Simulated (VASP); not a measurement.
# N (P4_2/mnm) in VASP: settings compared

Aim: see how the results for N move with the level of theory and the settings. Levels: RPBE, revPBE+D3(BJ), PBE+rVV10. Tasks: equation of state, elastic constants, density of states.

Program: VASP 6.6.1. These are calculated values, not measurements. Logs are shortened: lines on timing, memory, paths and dates and some standing lists are left out, and cuts for length are marked.

## Step 1: The structure

The structure is tetragonal, space group P4_2/mnm (No. 136). Conventional cell: a = 4.084 Å, b = 4.084 Å, c = 5.346 Å, α = 90.00°, β = 90.00°, γ = 90.00°. N (site symmetry m2m) has 1 N at 1.11 Å as nearest neighbours.

## Step 2: Equation of state, RPBE

Input file run.py:

```python
from ase.calculators.vasp import Vasp
from ase.eos import EquationOfState
from ase.io import Trajectory
from ase.io import read
from ase.units import GPa

atoms = read('N.cif', primitive_cell=True, subtrans_included=False)
calc = Vasp(
    directory='calc',
    xc='rpbe',
    pp='PBE',
    setups={'base': 'minimal', 'N': '_h'},
    prec='Accurate',
    encut=900,
    ediff=1e-08,
    ismear=0,
    sigma=0.05,
    lreal=False,
    lasph=True,
    nelm=100,
    algo='Normal',
    isif=2,
    lwave=False,
    lcharg=False,
    addgrid=True,
    kpts=[7, 7, 5],
    gamma=True,
)
atoms.calc = calc
cell = atoms.cell.copy()
volumes, energies = [], []
traj = Trajectory('eos.traj', 'w')
for x in [0.94, 0.96, 0.98, 1.0, 1.02, 1.04, 1.06]:
    atoms.set_cell(cell * x ** (1 / 3), scale_atoms=True)
    volumes.append(atoms.get_volume())
    energies.append(atoms.get_potential_energy())
    traj.write(atoms)
    print(f'{x:5.2f} {volumes[-1]:12.5f} {energies[-1]:14.6f}')

v0, e0, B = EquationOfState(volumes, energies, eos='vinet').fit()
print(f'V0 = {v0:.4f} A^3, E0 = {e0:.6f} eV, B = {B / GPa:.2f} GPa')
```

Input file N.cif:

```cif
data_N
_cell_length_a 4.08406197
_cell_length_b 4.08406197
_cell_length_c 5.34591325
_cell_angle_alpha 90.00000000
_cell_angle_beta 90.00000000
_cell_angle_gamma 90.00000000
_space_group_name_H-M_alt 'P4_2/mnm'
_space_group_name_Hall '-P 4n 2n'
_space_group_IT_number 136
loop_
_space_group_symop_operation_xyz
'x,y,z'
'-x,-y,-z'
'-y+1/2,x+1/2,z+1/2'
'y+1/2,-x+1/2,-z+1/2'
'-x,-y,z'
'x,y,-z'
'y+1/2,-x+1/2,z+1/2'
'-y+1/2,x+1/2,-z+1/2'
'x+1/2,-y+1/2,-z+1/2'
'-x+1/2,y+1/2,z+1/2'
'-y,-x,-z'
'y,x,z'
'-x+1/2,y+1/2,-z+1/2'
'x+1/2,-y+1/2,z+1/2'
'y,x,-z'
'-y,-x,z'
loop_
_atom_site_label
_atom_site_type_symbol
_atom_site_symmetry_multiplicity
_atom_site_Wyckoff_symbol
_atom_site_fract_x
_atom_site_fract_y
_atom_site_fract_z
_atom_site_occupancy
N1 N 4 f 0.4042752000 0.5957248000 0.5000000000 1
```

Potentials or basis: VASP PAW PBE potentials, release 64 (N_h).

The run is started by

```
$ python run.py
```

The program printed:

```text
0.94     83.81744     -32.766554
 0.96     85.60079     -32.825448
 0.98     87.38414     -32.864519
 1.00     89.16749     -32.885650
 1.02     90.95084     -32.890347
 1.04     92.73419     -32.880070
 1.06     94.51754     -32.856237
V0 = 90.5949 A^3, E0 = -32.890634 eV, B = 69.42 GPa
```

OUTCAR:

```text
ENCUT = 900.000000
   EDIFF = 1.00e-08
   GGA = RP
   PREC = Accurate
   ISIF = 2
   ISMEAR = 0
   NELM = 100
   LASPH = .TRUE.
   LREAL = .FALSE.

 ion  position               nearest neighbor table
   1  0.404  0.596  0.500-   2 1.13
   2  0.596  0.404  0.500-   1 1.13
   3  0.904  0.904  0.000-   4 1.13
   4  0.096  0.096  0.000-   3 1.13

  LATTYP: Found a simple tetragonal cell.
 ALAT       =     4.1641619522
 C/A-ratio  =     1.3089696702

  Lattice vectors:

 A1 = (   4.1641619522,   0.0000000000,   0.0000000000)
 A2 = (   0.0000000000,   4.1641619522,   0.0000000000)
 A3 = (   0.0000000000,   0.0000000000,   5.4507616973)

Analysis of symmetry for initial positions (statically):
=====================================================================
 Subroutine PRICEL returns:
 Original cell was already a primitive cell.

 Routine SETGRP: Setting up the symmetry group for a
 simple tetragonal supercell.

 Subroutine GETGRP returns: Found 16 space group operations
 (whereof  8 operations were pure point group operations)
 out of a pool of 16 trial point group operations.

The static configuration has the point symmetry D_2h.
 The point group associated with its full space group is D_4h.

Analysis of symmetry for dynamics (positions and initial velocities):
=====================================================================
 Subroutine PRICEL returns:
 Original cell was already a primitive cell.

 Routine SETGRP: Setting up the symmetry group for a
 simple tetragonal supercell.

 Subroutine GETGRP returns: Found 16 space group operations
 (whereof  8 operations were pure point group operations)
 out of a pool of 16 trial point group operations.

The dynamic configuration has the point symmetry D_2h.
 The point group associated with its full space group is D_4h.

 Subroutine INISYM returns: Found 16 space group operations
 (whereof  8 operations are pure point group operations),
 and found     1 'primitive' translations

----------------------------------------------------------------------------------------

                                     Primitive cell

  volume of cell :      94.5175

  direct lattice vectors                    reciprocal lattice vectors
     4.164161952  0.000000000  0.000000000     0.240144358  0.000000000  0.000000000
     0.000000000  4.164161952  0.000000000     0.000000000  0.240144358  0.000000000
     0.000000000  0.000000000  5.450761697     0.000000000  0.000000000  0.183460598

  length of vectors
     4.164161952  4.164161952  5.450761697     0.240144358  0.240144358  0.183460598

  position of ions in fractional coordinates (direct lattice)
     0.404275200  0.595724800  0.500000000
     0.595724800  0.404275200  0.500000000
     0.904275200  0.904275200  0.000000000
     0.095724800  0.095724800  0.000000000

  ion indices of the primitive-cell ions
   primitive index   ion index
                 1           1
                 2           2
                 3           3
                 4           4

----------------------------------------------------------------------------------------

 KPOINTS: KPOINTS created by Atomic Simulation Env

[... 52 lines left out ...]
   dimension x,y,z NGX =    42 NGY =   42 NGZ =   54
   dimension x,y,z NGXF=    84 NGYF=   84 NGZF=  108
   ions per type =               4
   NGX,Y,Z   is equivalent  to a cutoff of  16.77, 16.77, 16.47 a.u.
   NGXF,Y,Z  is equivalent  to a cutoff of  33.54, 33.54, 32.94 a.u.
 SYSTEM =  unknown system
   PREC   = accura    normal or accurate (medium, high low for compatibility)
   ISTART =      0    job   : 0-new  1-cont  2-samecut
   ICHARG =      2    charge: 1-file 2-atom 10-const
   ISPIN  =      1    spin polarized calculation?
   LNONCOLLINEAR =      F non collinear calculations
   LSORBIT =      F    spin-orbit coupling
   LASPH  =      T    aspherical Exc in radial PAW
   ENCUT  =  900.0 eV  66.15 Ry    8.13 a.u.  10.19 10.19 13.33*2*pi/ulx,y,z
   NELM   =    100;   NELMIN=  2; NELMDL=  0     # of ELM steps
   EDIFF  = 0.1E-07   stopping-criterion for ELM
   LREAL  =      F    real-space projection
   EDIFFG = 0.1E-06   stopping-criterion for IOM
   NSW    =      0    number of steps for IOM
   IBRION =     -1    ionic relax: 0-MD 1-quasi-New 2-CG
   NFREE  =      0    steps in history (QN), initial steepest desc. (CG)
   ISIF   =      2    stress and relaxation
   ISYM   =      2    0-nonsym 1-usesym 2-fastsym
   POTIM  = 0.5000    time-step for ionic-motion
   TEBEG  =    0.0;   TEEND  =   0.0 temperature during run
   PSTRESS=    0.0 pullay stress
   NELECT =      20.0000    total number of electrons
   NUPDOWN=      -1.0000    fix difference up-down
   EMIN   =  10.00;   EMAX   =-10.00  energy-range for DOS
   EFERMI =   0.00;   METHOD = LEGACY
   ISMEAR =     0;   SIGMA  =   0.05  broadening in eV -4-tet -1-fermi 0-gaus
   EFERMI_NEDOS =   21; number of points for ismear=-14 and -15
   IALGO  =     38    algorithm
   IMIX   =      4    mixing-type and parameters
     AMIX     =   0.40;   BMIX     =  1.00
     AMIX_MAG =   1.60;   BMIX_MAG =  1.00
  volume/ion in A,a.u.               =      23.63       159.46
  Fermi-wavevector in a.u.,A,eV,Ry     =   0.975545  1.843513 12.948505  0.951688
  Thomas-Fermi vector in A             =   2.106093
   LORBIT       =      0    0 simple, 1 ext, 2 COOP (PROOUT), +10 PAW based schemes
   GGA     = RP    functional components
   LHFCALC =     F    Hartree Fock is set to
   AEXX    =    0.0000 exact exchange contribution
   IVDW    =     0    specifies the selected vdW correction
   LEPSILON=     F    determine dielectric tensor
   LRPA    =     F    only Hartree local field effects (RPA)
 non-spin polarized calculation
 Gauss-broadening in eV      SIGMA  =   0.05
  energy-cutoff  :      900.00
  volume of cell :       94.52
 maximum number of plane-waves:      5831
 NGX is ok and might be reduce to    42
   NGX = 21   NGY = 21   NGZ = 27

 number of electron      20.0000000 magnetization

 Free energy of the ion-electron system (eV)
  ---------------------------------------------------
  ext. energy  EPLUGINS =         0.00000000
  ---------------------------------------------------
  free energy    TOTEN  =       -32.85623726 eV

  energy without entropy =      -32.85623726  energy(sigma->0) =      -32.85623726

 E-fermi :  -5.9964     XC(G=0):  -6.0702

 val. band max:       -6.2848505411   @ k =   0.4286   0.4286   0.4000
 cond. band min:       0.6109634369   @ k =   0.0000   0.0000   0.0000
 fundamental gap:      6.8958139780
 Fermi energy:        -5.9964098100

 k-point     1 :       0.0000    0.0000    0.0000
  band No.  band energies     occupation
      1     -24.1667      2.00000
      2     -24.1114      2.00000
      3      -9.9181      2.00000
      4      -9.9181      2.00000
      5      -7.9533      2.00000
      6      -7.4446      2.00000
      7      -7.4446      2.00000
      8      -7.3577      2.00000
      9      -7.1118      2.00000
     10      -6.4452      2.00000
     11       0.6110      0.00000
     12       1.3690      0.00000
     13       1.6970      0.00000
     14       1.6970      0.00000
[... 377 lines left out ...]
      1     -24.1304      2.00000
      2     -24.1265      2.00000
      3     -10.1101      2.00000
      4     -10.1096      2.00000
      5      -7.7702      2.00000
      6      -7.7624      2.00000
      7      -7.4683      2.00000
      8      -7.4442      2.00000
      9      -6.5276      2.00000
     10      -6.4918      2.00000
     11       1.2081      0.00000
     12       1.2313      0.00000
     13       1.7320      0.00000
     14       1.7654      0.00000

 [... further k-points ...]

------------------------ aborting loop because EDIFF is reached ----------------------------------------

  FORCE on cell =-STRESS in cart. coord.  units (eV):
  Direction    XX          YY          ZZ          XY          YZ          ZX
  --------------------------------------------------------------------------------------
  -------------------------------------------------------------------------------------
  Total       -2.8234675     -2.8234675      0.3936278     -0.0000000      0.0000000      0.0000000
  in kB      -47.8609111    -47.8609111      6.6724286     -0.0000000      0.0000000      0.0000000
  external PRESSURE =     -29.6831312 kB  Pullay stress =       0.0000000 kB

 VOLUME and BASIS-vectors are now :
 -----------------------------------------------------------------------------
  energy-cutoff  :      900.00
  volume of cell :       94.52
      direct lattice vectors                 reciprocal lattice vectors
     4.164161952  0.000000000  0.000000000     0.240144358  0.000000000  0.000000000
     0.000000000  4.164161952  0.000000000     0.000000000  0.240144358  0.000000000
     0.000000000  0.000000000  5.450761697     0.000000000  0.000000000  0.183460598

 POSITION                                       TOTAL-FORCE (eV/Angst)
 -----------------------------------------------------------------------------------
      1.68347      2.48069      2.72538         2.019180     -2.019180      0.000000
      2.48069      1.68347      2.72538        -2.019180      2.019180      0.000000
      3.76555      3.76555      0.00000         2.019180      2.019180      0.000000
      0.39861      0.39861      0.00000        -2.019180     -2.019180     -0.000000
 -----------------------------------------------------------------------------------
    total drift:                                0.000000      0.000000     -0.000000

  FREE ENERGIE OF THE ION-ELECTRON SYSTEM (eV)
  ---------------------------------------------------
  free  energy   TOTEN  =       -32.8562372643 eV

  energy  without entropy=      -32.8562372643  energy(sigma->0) =      -32.85623726
```

INCAR:

```text
ENCUT = 900.000000
SIGMA = 0.050000
EDIFF = 1.00e-08
ALGO = Normal
GGA = RP
PREC = Accurate
ISIF = 2
ISMEAR = 0
NELM = 100
ADDGRID = .TRUE.
LASPH = .TRUE.
LCHARG = .FALSE.
LWAVE = .FALSE.
LREAL = .FALSE.
```

Run time: 4.7 min. Hardware: 1 thread of Intel Xeon 6975P-C (Granite Rapids), shared host; peak memory 0.42 GiB.

Results:

```
Equilibrium volume                        : 22.65 Å³/atom
Bulk modulus at fixed shape and positions : 69 GPa
Pressure derivative of the bulk modulus   : 3.7
```

Energy against volume, from the lowest point:
```tsv
volume (Å³/atom)	energy (meV/atom)
20.954	30.95
21.400	16.22
21.846	6.46
22.292	1.17
22.738	0.00
23.184	2.57
23.629	8.53
```

Caveat: the cutoff is under 1.25 times the usual one of these potentials, so pressure, stress and relaxed cells hold a basis-set (Pulay) error; the cell was scaled at fixed shape and fractional positions, which overstates the stiffness of a crystal with free parameters, most of all of layers and chains; the PAW data sets were made with another functional, which shifts forces and pressure a little.

[end of part 1 of 2]
